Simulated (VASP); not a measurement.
The system is SiMo3.

```
CELL_PARAMETERS angstrom
-2.77025 2.77025 2.59216
2.77025 -2.77025 2.59216
2.77025 2.77025 -2.59216
ATOMIC_POSITIONS crystal
Si 0.50000 0.50000 0.00000
Mo 0.75000 0.25000 0.50000
Mo 0.25000 0.75000 0.50000
Mo 0.00000 0.00000 0.00000
```

The cell was built by a generator and needn't be a form met in nature.

```yaml
Program: VASP 6.6.1
Task: relaxation of cell and atoms
Functional: PBE
Potentials_or_basis: VASP PAW PBE potentials, release 64 (Si, Mo_sv)
Cutoff: 520 eV
k_mesh: 6 × 6 × 6
Occupations: gaussian, width 0.15 eV
Spin: no spin polarisation
```

At the start: pressure -27.4 GPa; volume 19.89 Å³/atom.

Q: How do energy, volume and symmetry change on relaxing?

A: Over 17 steps the energy falls by 778.9 meV/atom and the volume is 14.90 Å³/atom (-25.1 %); space group Fm-3m (No. 225, to 0.05 Å).

Step by step:
```tsv
step	energy change (eV)	largest force (eV/Å)	pressure (GPa)	volume (Å³)
1	0.0000	0.0000	-27.36	79.57
2	2.2451	0.0000	118.62	46.40
3	-1.9197	0.0000	0.35	63.29
4	-1.9300	0.0000	2.54	62.60
5	-2.7132	0.0000	11.22	57.97
6	-2.7472	0.0000	16.29	56.69
7	-2.5844	0.0000	-20.55	66.70
8	-3.0016	0.0000	-3.53	60.83
9	-3.0019	0.0000	-3.42	60.72
10	-2.9439	0.0000	5.91	58.69
11	-3.0018	0.0000	-2.94	60.61
12	-3.0716	0.0000	-1.44	60.11
13	-3.1065	0.0000	0.02	59.63
14	-3.0886	0.0000	4.65	58.52
15	-3.1139	0.0000	1.37	59.21
16	-3.1093	0.0000	-2.74	60.22
17	-3.1158	0.0000	0.00	59.59
```

Final structure:
```yaml
crystal:
  lattice:
    - [-2.19557, 2.19557, 3.09033]
    - [2.19557, -2.19557, 3.09033]
    - [2.19557, 2.19557, -3.09033]
  atoms:
    - { symbol: Si, position: [0.50000, 0.50000, 0.00000] }
    - { symbol: Mo, position: [0.75000, 0.25000, 0.50000] }
    - { symbol: Mo, position: [0.25000, 0.75000, 0.50000] }
    - { symbol: Mo, position: [0.00000, 0.00000, 0.00000] }
```

Caveat: the volume moved by over 15 % at a fixed basis, so the end points are rough.
